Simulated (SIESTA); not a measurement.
**Ga under changes of volume**

One of the cells (18.191 Å³/atom); the others are scaled copies at fixed shape and fractional positions:

```
Ga
1.0
     2.77842    0.00000    0.00000
     0.00000    3.28161    0.00000
    -1.34343    0.00000    3.99027
Ga
2
Direct
  0.13460 0.75000 0.77017
  0.86540 0.25000 0.22983
```

This isn't the form of Ga at room conditions, which is orthorhombic.

* Program: SIESTA 5.4.2
* Functional: LDA
* Potentials or basis: PseudoDojo 0.4 standard (LDA files)
* Basis: DZP (energy shift 0.003 Ry; two zetas on semicore shells)
* Grid cutoff: 800 Ry
* Energy shift: 0.003 Ry
* k mesh: 10 × 8 × 7
* Occupations: fermi-dirac, width 0.05 eV
* Spin: no spin polarisation

| volume (Å³/atom) | energy over the lowest point (meV/atom) | pressure (GPa) | largest force (eV/Å) |
| --- | --- | --- | --- |
| 17.100 | 0.00 | 0.1 | 0.149 |
| 17.463 | 1.38 | -1.3 | 0.144 |
| 17.827 | 5.70 | -2.5 | 0.139 |
| 18.191 | 12.38 | -3.4 | 0.134 |
| 18.555 | 21.12 | -4.3 | 0.127 |
| 18.919 | ? | ? | ? |
| 19.283 | 44.13 | -5.8 | 0.112 |

What does the run at 18.919 Å³/atom give?

Energy over the lowest point 31.78 meV/atom; pressure -5.1 GPa; largest force 0.119 eV/Å.

Worked out: A Birch-Murnaghan fit of order 3 (a polynomial in V^(-2/3)) to the other rows has its minimum at 17.11 Å³/atom with B0 = V·E''(V) = 66 GPa and B' = 5.3 at fixed shape and positions, which overstates the stiffness. It gives 31.83 meV/atom at 18.919 Å³/atom, against the run's 31.78, and -dE/dV = -5.1 GPa, against -5.1.

Energies are extrapolated to zero smearing.

Caveats: the basis of atomic orbitals isn't converged, which shifts pressures, moduli and gaps.
